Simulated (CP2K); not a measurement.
# Si (Fd-3m) in CP2K: further runs

One crystal, Si, is run at these levels: RPBE, revPBE; tasks: band structure.

Everything below comes from runs of CP2K 2026.2. Logs are shortened: lines on timing, memory, paths and dates and some standing lists are left out, and cuts for length are marked.

### Step 1. Starting point

It takes space group Fd-3m (No. 227, cubic). Conventional cell: a = 5.444 Å, b = 5.444 Å, c = 5.444 Å, α = 90.00°, β = 90.00°, γ = 90.00°. Si (site symmetry -43m) has 4 Si at 2.36 Å as nearest neighbours.

### Step 2. Band structure, RPBE

si_bands.inp

```
&GLOBAL
  PROJECT si_bands
  RUN_TYPE ENERGY_FORCE
  PRINT_LEVEL LOW
&END GLOBAL
&FORCE_EVAL
  METHOD QS
  STRESS_TENSOR ANALYTICAL
  &DFT
    BASIS_SET_FILE_NAME BASIS_MOLOPT_UZH
    POTENTIAL_FILE_NAME POTENTIAL_UZH
    &MGRID
      CUTOFF 450
      REL_CUTOFF 60
      NGRIDS 5
    &END MGRID
    &QS
      METHOD GPW
      EPS_DEFAULT 1.0E-10
    &END QS
    &KPOINTS
      SCHEME MONKHORST-PACK 8 8 8
      GAMMA_CENTERED T
      SYMMETRY T
      SYMMETRY_BACKEND SPGLIB
    &END KPOINTS
    &SCF
      SCF_GUESS ATOMIC
      EPS_SCF 1.0E-6
      MAX_SCF 100
      ADDED_MOS 10
      CHOLESKY OFF
      EPS_EIGVAL 1.0E-7
      &DIAGONALIZATION ON
        ALGORITHM STANDARD
      &END DIAGONALIZATION
      &MIXING ON
        METHOD BROYDEN_MIXING
        ALPHA 0.4
        BETA 1.5
        NBUFFER 8
      &END MIXING
      &SMEAR ON
        METHOD FERMI_DIRAC
        ELECTRONIC_TEMPERATURE [K] 580.226
      &END SMEAR
    &END SCF
    &XC
      &XC_FUNCTIONAL
        &GGA_X_RPBE
        &END GGA_X_RPBE
        &GGA_C_PBE
        &END GGA_C_PBE
      &END XC_FUNCTIONAL
    &END XC
    &PRINT
      &KPOINTS ON
      &END KPOINTS
      &MULLIKEN ON
      &END MULLIKEN
      &MO ON
        ENERGIES T
        OCCUPATION_NUMBERS T
        &EACH
          QS_SCF 0
        &END EACH
        ADD_LAST NUMERIC
      &END MO
      &BAND_STRUCTURE
        FILE_NAME bands.bs
        ADDED_MOS 6
        &KPOINT_SET
          UNITS B_VECTOR
          NPOINTS 10
          SPECIAL_POINT GAMMA 0.00000000 0.00000000 0.00000000
          SPECIAL_POINT X 0.50000000 0.00000000 0.50000000
          SPECIAL_POINT W 0.50000000 0.25000000 0.75000000
          SPECIAL_POINT K 0.37500000 0.37500000 0.75000000
          SPECIAL_POINT GAMMA 0.00000000 0.00000000 0.00000000
          SPECIAL_POINT L 0.50000000 0.50000000 0.50000000
          SPECIAL_POINT U 0.62500000 0.25000000 0.62500000
          SPECIAL_POINT W 0.50000000 0.25000000 0.75000000
          SPECIAL_POINT L 0.50000000 0.50000000 0.50000000
          SPECIAL_POINT K 0.37500000 0.37500000 0.75000000
        &END KPOINT_SET
        &KPOINT_SET
          UNITS B_VECTOR
          NPOINTS 10
          SPECIAL_POINT U 0.62500000 0.25000000 0.62500000
          SPECIAL_POINT X 0.50000000 0.00000000 0.50000000
        &END KPOINT_SET
      &END BAND_STRUCTURE
    &END PRINT
  &END DFT
  &SUBSYS
    &CELL
      A 3.8492788627 0.0000000000 0.0000000000
      B 1.9246394314 3.3335732814 0.0000000000
      C 1.9246394314 1.1111910938 3.1429230304
      PERIODIC XYZ
    &END CELL
    &COORD
      SCALED
      Si  0.5000000000 0.5000000000 0.5000000000
      Si  0.7500000000 0.7500000000 0.7500000000
    &END COORD
    &KIND Si
      BASIS_SET TZVP-MOLOPT-PBE-GTH-q4
      POTENTIAL GTH-PBE-q4
    &END KIND
    &PRINT
      &ATOMIC_COORDINATES ON
      &END ATOMIC_COORDINATES
      &CELL ON
      &END CELL
    &END PRINT
  &END SUBSYS
  &PRINT
    &FORCES ON
    &END FORCES
    &STRESS_TENSOR ON
    &END STRESS_TENSOR
  &END PRINT
&END FORCE_EVAL
```

Potentials or basis: POTENTIAL_UZH Si GTH-PBE-q4; TZVP-MOLOPT-PBE-GTH basis.

On the command line:

```sh
OMP_NUM_THREADS=1 cp2k.psmp -i si_bands.inp -o si_bands.out
```

si_bands.out:

```text

 CP2K| version string:                                       CP2K version 2026.2
 CP2K| Input file name                                              si_bands.inp

 GLOBAL| Force Environment number                                              1
 GLOBAL| Basis set file name                                    BASIS_MOLOPT_UZH
 GLOBAL| Potential file name                                       POTENTIAL_UZH
 GLOBAL| MM Potential file name                                     MM_POTENTIAL
 GLOBAL| Coordinate file name                                      __STD_INPUT__
 GLOBAL| Method name                                                        CP2K
 GLOBAL| Project name                                                   si_bands
 GLOBAL| Run type                                                   ENERGY_FORCE
 GLOBAL| FFT library                                                       FFTW3
 GLOBAL| Diagonalization library                                       ScaLAPACK
 GLOBAL| Cholesky decomposition library                                ScaLAPACK
 GLOBAL| DGEMM library                                                      BLAS
 GLOBAL| Direct generalized diagonalization requested                          F
 GLOBAL| Matrix multiplication library                                 ScaLAPACK
 GLOBAL| Global print level                                                  LOW
 GLOBAL| Total number of message passing processes                             1
 GLOBAL| Number of threads for this process                                    1
 GLOBAL| CPU model name                                                  UNKNOWN

 CELL| Volume [angstrom^3]:                                            40.329527
 CELL| Vector a [angstrom]:       3.849     0.000     0.000   |a| =     3.849279
 CELL| Vector b [angstrom]:       1.925     3.334     0.000   |b| =     3.849279
 CELL| Vector c [angstrom]:       1.925     1.111     3.143   |c| =     3.849279
 CELL| Angle (b,c), alpha [degree]:                                    60.000000
 CELL| Angle (a,c), beta  [degree]:                                    60.000000
 CELL| Angle (a,b), gamma [degree]:                                    60.000000
 CELL| Numerically orthorhombic:                                              NO
 CELL| Periodicity                                                           XYZ

 CELL_REF| Volume [angstrom^3]:                                        40.329527
 CELL_REF| Vector a [angstrom     3.849     0.000     0.000   |a| =     3.849279
 CELL_REF| Vector b [angstrom     1.925     3.334     0.000   |b| =     3.849279
 CELL_REF| Vector c [angstrom     1.925     1.111     3.143   |c| =     3.849279
 CELL_REF| Angle (b,c), alpha [degree]:                                60.000000
 CELL_REF| Angle (a,c), beta  [degree]:                                60.000000
 CELL_REF| Angle (a,b), gamma [degree]:                                60.000000
 CELL_REF| Numerically orthorhombic:                                          NO
 CELL_REF| Periodicity                                                       XYZ

 GENERATE|  Preliminary Number of Bonds generated:                             0
 GENERATE|  Achieved consistency in connectivity generation.

 *******************************************************************************
 *******************************************************************************
 **            Copyright (C) by CP2K developers group (2000-2026)             **
 *******************************************************************************

 TOTAL NUMBERS AND MAXIMUM NUMBERS

  Total number of            - Atomic kinds:                                   1
                             - Atoms:                                          2
                             - Shell sets:                                     2
                             - Shells:                                        14
                             - Primitive Cartesian functions:                  8
                             - Cartesian basis functions:                     36
                             - Spherical basis functions:                     34

  Maximum angular momentum of- Orbital basis functions:                        2
                             - Local part of the GTH pseudopotential:          0
                             - Non-local part of the GTH pseudopotential:      2

 MODULE QUICKSTEP: ATOMIC COORDINATES IN ANGSTROM

[... 78 lines left out ...]
 Number of orbital functions:                                                 34
 Number of independent orbital functions:                                     34

 SCF WAVEFUNCTION OPTIMIZATION

  Step     Update method      Time    Convergence         Total energy    Change
  ------------------------------------------------------------------------------
     1 NoMix/Diag. 0.40E+00    1.9     0.43947735        -7.9996644448 -8.00E+00
     2 Broy./Diag. 0.40E+00    1.8     0.00963777        -7.8258918212  1.74E-01
     3 Broy./Diag. 0.40E+00    1.8     0.03499165        -7.7585661870  6.73E-02
     4 Broy./Diag. 0.40E+00    1.8     0.00525058        -7.8329434744 -7.44E-02
     5 Broy./Diag. 0.40E+00    1.8     0.00359583        -7.8614370694 -2.85E-02
     6 Broy./Diag. 0.40E+00    1.8     0.00139501        -7.8744347643 -1.30E-02
     7 Broy./Diag. 0.40E+00    1.8     0.00022294        -7.8762515622 -1.82E-03
     8 Broy./Diag. 0.40E+00    1.8     0.00005247        -7.8765708134 -3.19E-04
     9 Broy./Diag. 0.40E+00    1.8     0.00003364        -7.8768250254 -2.54E-04
    10 Broy./Diag. 0.40E+00    1.8     0.00000654        -7.8769076962 -8.27E-05
    11 Broy./Diag. 0.40E+00    1.8     0.00000124        -7.8769143044 -6.61E-06
    12 Broy./Diag. 0.40E+00    1.8     0.00000108        -7.8769140689  2.35E-07
    13 Broy./Diag. 0.40E+00    1.8     0.00000004        -7.8769141208 -5.18E-08

  *** SCF run converged in    13 steps ***

  Electronic density on regular grids:         -8.0000000000       -0.0000000000
  Core density on regular grids:                7.9999999985       -0.0000000015
  Total charge density on r-space grids:       -0.0000000015
  Total charge density g-space grids:          -0.0000000015

  Overlap energy of the core charge distribution:               0.00000000001169
  Self energy of the core charge distribution:                -20.51679512182016
  Core Hamiltonian energy:                                      4.33821778464094
  Hartree energy:                                              10.72059552251744
  Exchange-correlation energy:                                 -2.41893209474087
  Electronic entropic energy:                                  -0.00000021136190
  Fermi energy:                                                 0.20534401098763

  Total energy:                                                -7.87691412075282
  Total energy (extrapolated to T->0):                         -7.87691401507187

 MO| EIGENVALUES AND OCCUPATION NUMBERS FOR K POINT 1
 MO|
 MO|  Index      Eigenvalue [a.u.]        Eigenvalue [eV]             Occupation
 MO|      1              -0.184501              -5.020540               2.000000
 MO|      2              -0.026140              -0.711304               2.000000
 MO|      3               0.151503               4.122611               2.000000
 MO|      4               0.151503               4.122615               2.000000
 MO|      5               0.254116               6.914840               0.000000
 MO|      6               0.327789               8.919585               0.000000
 MO|      7               0.327789               8.919593               0.000000
 MO|      8               0.522770              14.225293               0.000000
 MO|      9               0.566396              15.412424               0.000000
 MO|     10               0.566396              15.412427               0.000000
 MO|     11               0.587843              15.996018               0.000000
 MO|     12               0.762904              20.759674               0.000000
 MO|     13               0.762904              20.759684               0.000000
[... 259 lines left out ...]
 MO|      4               0.121563               3.307888               2.000000
 MO|      5               0.304549               8.287196               0.000000
 MO|      6               0.330223               8.985823               0.000000
 MO|      7               0.394207              10.726930               0.000000
 MO|      8               0.421523              11.470236               0.000000
 MO|      9               0.568154              15.460263               0.000000
 MO|     10               0.579813              15.777526               0.000000
 MO|     11               0.706800              19.232993               0.000000
 MO|     12               0.732061              19.920392               0.000000
 MO|     13               0.799373              21.752046               0.000000
 MO|     14               0.851811              23.178958               0.000000
 MO| Sum:                                                               8.000000
 MO| E(Fermi):            0.205344 a.u.          5.587695 eV
 MO| Band gap:            0.182986 a.u.          4.979308 eV

 [... the levels of further k-points ...]

 !-----------------------------------------------------------------------------!
                     Mulliken Population Analysis

 #  Atom  Element  Kind  Atomic population                           Net charge
       1     Si       1          4.000000                             -0.000000
       2     Si       1          4.000000                              0.000000
 # Total charge                              8.000000                 -0.000000

 !-----------------------------------------------------------------------------!

 KPOINTS| Band Structure Calculation
 KPOINTS| Number of k-point sets                                               2
 KPOINTS| Number of added MOs/bands                                            6
 KPOINTS| Number of k-points in set    1                                      91
 KPOINTS| In units of b-vector [2pi/Bohr]
 KPOINTS| Special point     1       GAMMA     0.000000     0.000000     0.000000
 KPOINTS| Special point     2           X     0.500000     0.000000     0.500000
 KPOINTS| Special point     3           W     0.500000     0.250000     0.750000
 KPOINTS| Special point     4           K     0.375000     0.375000     0.750000
 KPOINTS| Special point     5       GAMMA     0.000000     0.000000     0.000000
 KPOINTS| Special point     6           L     0.500000     0.500000     0.500000
 KPOINTS| Special point     7           U     0.625000     0.250000     0.625000
 KPOINTS| Special point     8           W     0.500000     0.250000     0.750000
 KPOINTS| Special point     9           L     0.500000     0.500000     0.500000
 KPOINTS| Special point    10           K     0.375000     0.375000     0.750000
 KPOINTS| Number of k-points in set    2                                      11
 KPOINTS| In units of b-vector [2pi/Bohr]
 KPOINTS| Special point     1           U     0.625000     0.250000     0.625000
 KPOINTS| Special point     2           X     0.500000     0.000000     0.500000

 ENERGY| Total FORCE_EVAL ( QS ) energy [hartree]             -7.876913999151946

 FORCES| Atomic forces [hartree/bohr]
 FORCES|   Atom     x               y               z               |f|
 FORCES|      1 -8.35088176E-09 -8.86410952E-08  3.26130661E-08   9.48187380E-08
 FORCES|      2  8.32972001E-09  8.86288421E-08 -3.26216937E-08   9.48083898E-08
 FORCES| Sum    -2.11617568E-11 -1.22531425E-11 -8.62761280E-12
 FORCES| Total atomic force                                       2.59305834E-11

 STRESS| Analytical stress tensor [bar]
 STRESS|                        x                   y                   z
 STRESS|      x        1.59817427698E+04   1.02700630716E-02  -2.00637568006E-03
 STRESS|      y        1.02700630716E-02   1.59816980273E+04   6.47054299704E-01
 STRESS|      z       -2.00637568006E-03   6.47054299704E-01   1.59816745718E+04
 STRESS| 1/3 Trace                                             1.59817051230E+04
 STRESS| Determinant                                           4.08196558733E+12

 STRESS| Eigenvectors and eigenvalues of the analytical stress tensor [bar]
 STRESS|                        1                   2                   3
 STRESS| Eigenvalues   1.59810390332E+04   1.59817428162E+04   1.59823335195E+04
 STRESS|      x           0.012259036696      0.999874604223      0.010024562261
 STRESS|      y          -0.700657823262      0.001437085044      0.713496005236
 STRESS|      z           0.713392129702     -0.015770561684      0.700587581009
```

Run time: 28 s. Hardware: 1 thread of Arm Neoverse V2, shared host; peak memory 0.28 GiB.

What came out:

- Free energy: -214.3417 eV
- Pressure: 1.6 GPa
- Band gap on the k mesh: 0.79 eV, indirect (least direct gap 2.57 eV)
- Band gap along the path: 0.77 eV, indirect (least direct gap 2.57 eV)

Levels at the corners of the path, in eV from the valence-band top:
```
point  band 1  band 2  band 3  band 4  band 5  band 6  band 7  band 8  band 9
    Γ  -11.90    0.00    0.00    0.00    2.57    2.57    2.57    3.26    8.62
    X   -7.81   -7.81   -2.82   -2.82    0.98    0.98   10.09   10.09   11.83
    W   -7.65   -7.65   -3.79   -3.79    4.70    4.70    5.25    5.25   10.92
    K   -8.23   -7.22   -4.23   -2.40    1.45    4.52    7.65    8.43    8.44
    Γ  -11.90    0.00    0.00    0.00    2.57    2.57    2.57    3.26    8.62
    L   -9.61   -6.93   -1.20   -1.20    1.58    3.65    3.65    9.26   11.77
    U   -8.23   -7.22   -4.23   -2.40    1.45    4.52    7.65    8.43    8.44
    W   -7.65   -7.65   -3.79   -3.79    4.70    4.70    5.25    5.25   10.92
    L   -9.61   -6.93   -1.20   -1.20    1.58    3.65    3.65    9.26   11.77
    K   -8.23   -7.22   -4.23   -2.40    1.45    4.52    7.65    8.43    8.44
    U   -8.23   -7.22   -4.23   -2.40    1.45    4.52    7.65    8.43    8.44
    X   -7.81   -7.81   -2.82   -2.82    0.98    0.98   10.09   10.09   11.83
```

Caveat: the potentials were made for another functional, which shifts forces and pressure; the basis of atomic orbitals isn't converged, which shifts pressures, moduli and gaps. RPBE gaps usually lie below the measured ones, often by a third to a half.

### Step 3. Band structure, revPBE

si_bands.inp: that of step 2 with these lines changed.

```diff
@@ -14,3 +14,3 @@
       REL_CUTOFF 60
-      NGRIDS 5
+      NGRIDS 4
     &END MGRID
@@ -49,4 +49,4 @@
       &XC_FUNCTIONAL
-        &GGA_X_RPBE
-        &END GGA_X_RPBE
+        &GGA_X_PBE_R
+        &END GGA_X_PBE_R
         &GGA_C_PBE
@@ -70,3 +70,3 @@
         FILE_NAME bands.bs
-        ADDED_MOS 6
+        ADDED_MOS 2
         &KPOINT_SET
@@ -102,5 +102,4 @@
     &COORD
-      SCALED
-      Si  0.5000000000 0.5000000000 0.5000000000
-      Si  0.7500000000 0.7500000000 0.7500000000
+      Si  3.8492788627 2.2223821876 1.5714615152
+      Si  5.7739182941 3.3335732814 2.3571922728
     &END COORD
```

Potentials or basis: POTENTIAL_UZH Si GTH-PBE-q4; TZVP-MOLOPT-PBE-GTH basis.

On the command line:

```sh
OMP_NUM_THREADS=1 cp2k.psmp -i si_bands.inp -o si_bands.out
```

Run time: 25 s. Hardware: 1 thread of Arm Neoverse V2, shared host; peak memory 0.28 GiB.

It converged, with:

```
Free energy             : -214.3100 eV
Pressure                : 1.5 GPa
Band gap on the k mesh  : 0.77 eV, indirect (least direct gap 2.57 eV)
Band gap along the path : 0.75 eV, indirect (least direct gap 2.57 eV)
```

Levels at the corners of the path, in eV from the valence-band top:
```csv
point,band 2,band 3,band 4,band 5,band 6,band 7
Γ,0.00,0.00,0.00,2.57,2.57,2.57
X,-7.81,-2.82,-2.82,0.96,0.96,10.09
W,-7.65,-3.80,-3.80,4.69,4.69,5.24
K,-7.23,-4.24,-2.40,1.43,4.51,7.65
Γ,0.00,0.00,0.00,2.57,2.57,2.57
L,-6.94,-1.20,-1.20,1.57,3.65,3.65
U,-7.23,-4.24,-2.40,1.43,4.51,7.65
W,-7.65,-3.80,-3.80,4.69,4.69,5.24
L,-6.94,-1.20,-1.20,1.57,3.65,3.65
K,-7.23,-4.24,-2.40,1.43,4.51,7.65
U,-7.23,-4.24,-2.40,1.43,4.51,7.65
X,-7.81,-2.82,-2.82,0.96,0.96,10.09
```

Caveat: the potentials were made for another functional, which shifts forces and pressure; the basis of atomic orbitals isn't converged, which shifts pressures, moduli and gaps.
